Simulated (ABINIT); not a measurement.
Crystal: WS2.

```
CELL_PARAMETERS angstrom
0.00000 3.00794 3.00794
3.00794 0.00000 3.00794
3.00794 3.00794 0.00000
ATOMIC_POSITIONS crystal
W 0.00000 0.00000 0.00000
S 0.25000 0.25000 0.25000
S 0.75000 0.75000 0.75000
```

Measurements of this composition are mostly on another form, of space group No. 194.

Base run:

| Property | Result |
| --- | --- |
| Program | ABINIT 10.8.3 (patched build) |
| Functional | LDA |
| Potentials or basis | PseudoDojo NC SR LDA v0.4.1 standard |
| Cutoff | 816 eV |
| k mesh | 6 × 6 × 6 |
| Occupations | fermi-dirac, width 0.05 eV |
| Spin | no spin polarisation |

Its results: band gap on the k mesh none (metal or under the smearing width); pressure -17.0 GPa.

Problem. The run is repeated on the same cell with these changes: functional from LDA to PBEsol; potentials or basis from PseudoDojo NC SR LDA v0.4.1 standard to PseudoDojo NC SR PBEsol v0.4 stringent; cutoff from 816 eV to 1007 eV. What comes out?

Solution. Band gap on the k mesh none (metal or under the smearing width); pressure -14.3 GPa.

Caveats: so large a pressure means that the cell lies far from this level's equilibrium, or that cutoff or potentials fall short (some runs).

Not every run made on this cell is shown here.
